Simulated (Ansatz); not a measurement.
# LiNbO3: the cost of one run

Computed with Ansatz 0.2.0 (DFT PBE, scalar-relativistic, plane waves, PAW, unless a step's input says otherwise).

1 further run of the same task is left out (set aside as unsound or not needed). Runs told in other sessions of the task aren't counted.

### 1 The system as given

The structure is trigonal, space group R3c (No. 161). Conventional cell: a = 5.190 Å, b = 5.190 Å, c = 14.014 Å, α = 90.00°, β = 90.00°, γ = 120.00°. Around Li (site symmetry 3) lie 6 O at 2.08 to 2.27 Å. Nb (site symmetry 3) is surrounded by 6 O at 1.88 to 2.16 Å. Around O (site symmetry 1) lie 2 Nb at 1.88 to 2.16 Å and 2 Li at 2.08 to 2.27 Å.

Structure file:

```
CELL_PARAMETERS angstrom
2.59475 1.49808 4.67149
-2.59475 1.49808 4.67149
0.00000 -2.99616 4.67149
ATOMIC_POSITIONS crystal
Li 0.28160 0.28160 0.28160
Li 0.78160 0.78160 0.78160
Nb 0.00045 0.00045 0.00045
Nb 0.50045 0.50045 0.50045
O 0.11044 0.35817 0.72115
O 0.72115 0.11044 0.35817
O 0.35817 0.72115 0.11044
O 0.22115 0.85817 0.61044
O 0.85817 0.61044 0.22115
O 0.61044 0.22115 0.85817
```

It is the result of an earlier relaxation at this level (volume 10.90 Å³/atom; gap on the mesh: 3.57 eV).

### 2 Point at V/V0 = 0.97

Input file input.yaml:

```yaml
crystal:
  lattice:
    - [2.5685392815, 1.4829468456, 4.6242999637]
    - [-2.5685392815, 1.4829468456, 4.6242999637]
    - [0.0, -2.9658936911, 4.6242999637]
  atoms:
    - { symbol: Li, position: [0.2816011486, 0.2816011486, 0.2816011486] }
    - { symbol: Li, position: [0.7816011486, 0.7816011486, 0.7816011486] }
    - { symbol: Nb, position: [0.0004547331, 0.0004547331, 0.0004547331] }
    - { symbol: Nb, position: [0.5004547331, 0.5004547331, 0.5004547331] }
    - { symbol: O, position: [0.110444053, 0.3581696854, 0.7211453799] }
    - { symbol: O, position: [0.7211453799, 0.110444053, 0.3581696854] }
    - { symbol: O, position: [0.3581696854, 0.7211453799, 0.110444053] }
    - { symbol: O, position: [0.2211453799, 0.8581696854, 0.610444053] }
    - { symbol: O, position: [0.8581696854, 0.610444053, 0.2211453799] }
    - { symbol: O, position: [0.610444053, 0.2211453799, 0.8581696854] }
basis:
  ecutwfc: 420
kpoints:
  mp_grid: { grid: [6, 6, 6] }
hamiltonian:
  xc: pbe
scf:
  occupations: { method: gaussian, width: 0.02 }
output:
  forces: true
  stress: true
  eigenvalues: true
relax:
  adjacent_minimum: "off"
  f_tol: 0.01
  max_steps: 30
  cell: { stress_tol: 0.1, fix: [volume] }
```

The run is started by

```bash
$ ansatz run input.yaml --threads 2 --pin off --max-ram 5120MiB --backend cpu --events-out ev --progress --plain --runs-dir out
```

What time and memory should one allow on 2 threads of Intel Xeon at 2.50GHz (Skylake/Cascade Lake), shared host?

About 97 s, with a peak of 0.48 GiB.
